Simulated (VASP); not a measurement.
# Tl (Im-3m) in VASP: further runs, part 2 of 2

VASP 6.6.1.

## 3. Single point, PBEsol

This run uses another cell than the first one: it holds 1 atom, not 4.

INCAR reads:

```
  PREC = Accurate
  ENCUT = 520
  EDIFF = 1E-6
  ISMEAR = 0
  SIGMA = 0.1
  LREAL = False
  LASPH = True
  NELM = 100
  ALGO = Normal
  ISIF = 2
  LWAVE = False
  LCHARG = False
  GGA = PS
  NBANDS = 12
```

KPOINTS reads:

```
Automatic mesh
0
Gamma
  16 16 16
```

POSCAR reads:

```
Tl
1.0
   -1.9253552214      1.9253552214      1.9253552214
    1.9253552214     -1.9253552214      1.9253552214
    1.9253552214      1.9253552214     -1.9253552214
Tl
1
Direct
    0.0000000000      0.0000000000      0.0000000000
```

Potentials or basis: VASP PAW PBE potentials, release 64 (Tl_d).

Launch:

```console
$ cat potpaw_PBE.64/Tl_d/POTCAR > POTCAR
$ mpirun -np 1 vasp_std > vasp.out
```

OUTCAR:

```text
PREC = Accurate
   ENCUT = 520
   EDIFF = 1E-6
   ISMEAR = 0
   LREAL = False
   LASPH = True
   NELM = 100
   ISIF = 2
   GGA = PS

 ion  position               nearest neighbor table
   1  0.000  0.000  0.000-

  LATTYP: Found a body centered cubic cell.
 ALAT       =     3.8507104428

  Lattice vectors:

 A1 = (  -1.9253552214,   1.9253552214,   1.9253552214)
 A2 = (   1.9253552214,  -1.9253552214,   1.9253552214)
 A3 = (   1.9253552214,   1.9253552214,  -1.9253552214)

Analysis of symmetry for initial positions (statically):
=====================================================================
 Subroutine PRICEL returns:
 Original cell was already a primitive cell.

 Routine SETGRP: Setting up the symmetry group for a
 body centered cubic supercell.

 Subroutine GETGRP returns: Found 48 space group operations
 (whereof 48 operations were pure point group operations)
 out of a pool of 48 trial point group operations.

The static configuration has the point symmetry O_h .

Analysis of symmetry for dynamics (positions and initial velocities):
=====================================================================
 Subroutine PRICEL returns:
 Original cell was already a primitive cell.

 Routine SETGRP: Setting up the symmetry group for a
 body centered cubic supercell.

 Subroutine GETGRP returns: Found 48 space group operations
 (whereof 48 operations were pure point group operations)
 out of a pool of 48 trial point group operations.

The dynamic configuration has the point symmetry O_h .

 Subroutine INISYM returns: Found 48 space group operations
 (whereof 48 operations are pure point group operations),
 and found     1 'primitive' translations

----------------------------------------------------------------------------------------

                                     Primitive cell

  volume of cell :      28.5491

  direct lattice vectors                    reciprocal lattice vectors
    -1.925355221  1.925355221  1.925355221     0.000000000  0.259692339  0.259692339
[... 108 lines left out ...]
   LORBIT       =      0    0 simple, 1 ext, 2 COOP (PROOUT), +10 PAW based schemes
   GGA     = PS    functional components
   LHFCALC =     F    Hartree Fock is set to
   AEXX    =    0.0000 exact exchange contribution
   IVDW    =     0    specifies the selected vdW correction
   LEPSILON=     F    determine dielectric tensor
   LRPA    =     F    only Hartree local field effects (RPA)
 non-spin polarized calculation
 Gauss-broadening in eV      SIGMA  =   0.10
  energy-cutoff  :      520.00
  volume of cell :       28.55
 maximum number of plane-waves:       784
 NGX is ok and might be reduce to    28

 number of electron      12.9999998 magnetization

 Free energy of the ion-electron system (eV)
  ---------------------------------------------------
  ext. energy  EPLUGINS =         0.00000000
  ---------------------------------------------------
  free energy    TOTEN  =        -2.62783060 eV

  energy without entropy =       -2.62530656  energy(sigma->0) =       -2.62656858

 E-fermi :   6.3674     XC(G=0): -10.3770

 val. band max:        6.3102745668   @ k =  -0.3750   0.4375   0.1875
 cond. band min:       6.4044497506   @ k =  -0.3750   0.3750   0.1250
 fundamental gap:      0.0941751838
 Fermi energy:         6.3673878864

 k-point     1 :       0.0000    0.0000    0.0000
  band No.  band energies     occupation
      1      -5.2109      2.00000
      2      -5.2109      2.00000
      3      -5.2109      2.00000
      4      -4.7734      2.00000
      5      -4.7734      2.00000
      6      -3.6741      2.00000
      7      17.2628      0.00000
      8      17.2628      0.00000
      9      17.2628      0.00000
     10      18.7256      0.00000
     11      18.7256      0.00000
     12      18.7256      0.00000
[... 331 lines left out ...]
 k-point    24 :       0.2500    0.1875    0.0000
  band No.  band energies     occupation
      1      -5.3349      2.00000
      2      -5.1846      2.00000
      3      -4.8457      2.00000
      4      -4.8329      2.00000
      5      -4.6918      2.00000
      6      -0.2898      2.00000
      7       7.1402      0.00000
      8       9.8601      0.00000
      9      13.3950      0.00000
     10      18.4167      0.00000
     11      19.3720      0.00000
     12      21.7667      0.00000

 [... further k-points ...]
[... 5 lines left out ...]
  --------------------------------------------------------------------------------------
  -------------------------------------------------------------------------------------
  Total       -0.0098706     -0.0098706     -0.0098706      0.0000000      0.0000000      0.0000000
  in kB       -0.5539373     -0.5539373     -0.5539373      0.0000000      0.0000000      0.0000000
  external PRESSURE =      -0.5539373 kB  Pullay stress =       0.0000000 kB

 VOLUME and BASIS-vectors are now :
 -----------------------------------------------------------------------------
  energy-cutoff  :      520.00
  volume of cell :       28.55
      direct lattice vectors                 reciprocal lattice vectors
    -1.925355221  1.925355221  1.925355221     0.000000000  0.259692339  0.259692339
     1.925355221 -1.925355221  1.925355221     0.259692339  0.000000000  0.259692339
     1.925355221  1.925355221 -1.925355221     0.259692339  0.259692339  0.000000000

 POSITION                                       TOTAL-FORCE (eV/Angst)
 -----------------------------------------------------------------------------------
      0.00000      0.00000      0.00000         0.000000     -0.000000      0.000000
 -----------------------------------------------------------------------------------
    total drift:                               -0.000000     -0.000000     -0.000000

  FREE ENERGIE OF THE ION-ELECTRON SYSTEM (eV)
  ---------------------------------------------------
  free  energy   TOTEN  =        -2.6278305987 eV

  energy  without entropy=       -2.6253065603  energy(sigma->0) =       -2.62656858
```

OSZICAR:

```text
N       E                     dE             d eps       ncg     rms          rms(c)
DAV:   1     0.505954511049E+02    0.50595E+02   -0.66848E+03  3704   0.939E+02
DAV:   2    -0.203313874583E+01   -0.52629E+02   -0.51557E+02  3964   0.213E+02
DAV:   3    -0.266357543382E+01   -0.63044E+00   -0.62989E+00  4112   0.211E+01
DAV:   4    -0.266625983603E+01   -0.26844E-02   -0.26843E-02  3936   0.160E+00
DAV:   5    -0.266629044087E+01   -0.30605E-04   -0.30605E-04  4068   0.165E-01    0.217E+00
DAV:   6    -0.263384498750E+01    0.32445E-01   -0.52339E-02  3684   0.216E+00    0.153E+00
DAV:   7    -0.262824385254E+01    0.56011E-02   -0.15520E-02  3816   0.115E+00    0.685E-01
DAV:   8    -0.262782843495E+01    0.41542E-03   -0.50441E-04  3928   0.223E-01    0.388E-02
DAV:   9    -0.262782956400E+01   -0.11290E-05   -0.35666E-06  4004   0.208E-02    0.852E-03
DAV:  10    -0.262783060003E+01   -0.10360E-05   -0.10621E-06  3596   0.110E-02    0.717E-04
DAV:  11    -0.262783059865E+01    0.13738E-08   -0.33657E-08  1984   0.149E-03
   1 F= -.26278306E+01 E0= -.26265686E+01  d E =-.252404E-02
```

stdout:

```text
POSCAR found type information on POSCAR Tl
 POSCAR found :  1 types and       1 ions
 scaLAPACK will be used
 -----------------------------------------------------------------------------
|                                                                             |
|                                                                             |
|     You enforced a specific xc type in the INCAR file but a different       |
|     I HOPE YOU KNOW WHAT YOU ARE DOING!                                     |
|                                                                             |
 -----------------------------------------------------------------------------

 LDA part: xc-table for (Slater+PW92), standard interpolation
 POSCAR, INCAR and KPOINTS ok, starting setup
 FFT: planning ... GRIDC
 FFT: planning ... GRID_SOFT
 FFT: planning ... GRID
 WAVECAR not read
 entering main loop
```

Wall time 19 s (1 thread of Intel Xeon 6975P-C (Granite Rapids), shared host); peak memory 0.18 GiB.

Results:

| Property | Result |
| --- | --- |
| Free energy | -2.6278 eV |
| Pressure | -0.1 GPa |
| Band gap on the k mesh | none (metal or under the smearing width) |

Levels at points of the mesh, in eV from the Fermi level:
```
           k point  band 2  band 3  band 4  band 5  band 6  band 7  band 8  band 9  band 10  band 11
(0.00, 0.00, 0.00)  -11.58  -11.58  -11.14  -11.14  -10.04   10.90   10.90   10.90    12.36    12.36
(0.50, 0.00, 0.00)  -11.74  -11.17  -11.14  -10.85   -4.98   -2.74    5.87    7.19    10.15    11.32
(0.50, 0.50, 0.50)  -11.79  -10.92  -10.92  -10.92   -1.53    1.45    1.45    1.45     6.54     6.54
```

Caveat: the PAW data sets were made with another functional, which shifts forces and pressure a little. The run has no spin-orbit coupling, so splittings on Tl are missing.
